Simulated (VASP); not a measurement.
PbSe (Clausthalite): relaxation of the atoms with PBE+D3(BJ)

The system is PbSe (Clausthalite).

```
Pb Se
1.0
     0.00000    3.02577    3.02577
     3.02577    0.00000    3.02577
     3.02577    3.02577    0.00000
Pb Se
1 1
Direct
  0.00000 0.00000 0.00000
  0.50000 0.50000 0.50000
```

The cell isn't the ideal one: a relaxed cell with its volume scaled by 0.96.

```json
{
  "Program": "VASP 6.6.1",
  "Task": "relaxation of the atoms",
  "Functional": "PBE",
  "Dispersion": "D3(BJ)",
  "Potentials or basis": "VASP PAW PBE potentials, release 64 (Pb_d, Se)",
  "Cutoff": "600 eV",
  "k mesh": "8 × 8 × 8",
  "Occupations": "gaussian, width 0.03 eV",
  "Spin": "no spin polarisation",
  "Further INCAR settings": "ALGO = Normal; EDIFF = 1e-07; IBRION = 2; EDIFFG = -0.01; NSW = 40"
}
```

- Pressure after relaxing: 2.3 GPa
- Band gap on the k mesh: 0.17 eV, direct
- Dispersion energy per atom: -0.381 eV

Final structure:
```xyz
2
Lattice="0.0000 3.0258 3.0258 3.0258 0.0000 3.0258 3.0258 3.0258 0.0000" Properties=species:S:1:pos:R:3 pbc="T T T"
Pb    0.0000    0.0000    0.0000
Se    3.0258    3.0258    3.0258
```

Levels at points of the mesh, in eV from the valence-band top:
```csv
k point,band 7,band 8,band 9,band 10,band 11,band 12,band 13,band 14
"(0.00, 0.00, 0.00)",-6.28,-2.07,-2.07,-2.07,4.75,4.75,4.75,6.40
"(0.50, 0.00, 0.00)",-9.04,-1.64,-1.64,0.00,0.17,1.59,1.59,8.56
"(0.50, 0.50, 0.00)",-7.48,-5.31,-3.49,-3.49,3.51,5.71,5.71,6.16
```

It took 13 s on 1 thread of Intel(R) Xeon(R) 6975P-C (Granite Rapids), with other jobs on the host, peak memory 0.22 GiB.

Caveat: the relaxation stopped at its first step, so nothing moved; spin-orbit coupling is left out, which as a rule narrows the gap of such compounds by several tenths of an eV. A k mesh can miss the band edges.
